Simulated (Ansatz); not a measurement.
**TiAl3 under changes of volume**

One of the cells (16.287 Å³/atom); the others are scaled copies at fixed shape and fractional positions:

```xyz
4
Lattice="2.8397 0.0000 0.0000 0.0000 4.6813 0.0000 0.0000 0.0000 4.9007" Properties=species:S:1:pos:R:3 pbc="T T T"
Ti    0.0000    2.3406    0.8131
Al    0.0000    0.0000    4.0965
Al    1.4198    0.0000    1.6217
Al    1.4198    2.3406    3.2701
```

The cell comes from a database or a generator and needn't be the stable form of this composition.

| Property | Result |
| --- | --- |
| Program | Ansatz 0.2.0 |
| Functional | PBEsol |
| Potentials or basis | Ansatz PAW |
| Cutoff | 420 eV (not typed: the program's choice for these potentials) |
| k mesh | 9 × 6 × 6 |
| Occupations | fermi-dirac, width 0.05 eV |
| Spin | no spin polarisation |

```tsv
volume (Å³/atom)	energy over the lowest point (meV/atom)	pressure (GPa)	largest force (eV/Å)
15.310	?	?	?
15.635	1.33	1.8	0.034
15.961	0.00	-0.4	0.041
16.287	2.94	-2.4	0.049
16.612	9.73	-4.2	0.056
16.938	19.97	-5.8	0.063
17.264	33.33	-7.3	0.069
```

What does the run at 15.310 Å³/atom give?

Energy over the lowest point 7.40 meV/atom; pressure 4.3 GPa; largest force 0.045 eV/Å.

Worked out: A Birch-Murnaghan fit of order 3 (a polynomial in V^(-2/3)) to the other rows has its minimum at 15.89 Å³/atom with B0 = V·E''(V) = 105 GPa and B' = 4.3 at fixed shape and positions, which overstates the stiffness. It gives 7.42 meV/atom at 15.310 Å³/atom, against the run's 7.40, and -dE/dV = 4.3 GPa, against 4.3.

Energies are extrapolated to zero smearing.

Caveats: the PAW data sets come from PBE, with cores solved anew for the run's functional, which leaves a small shift of forces and pressure.
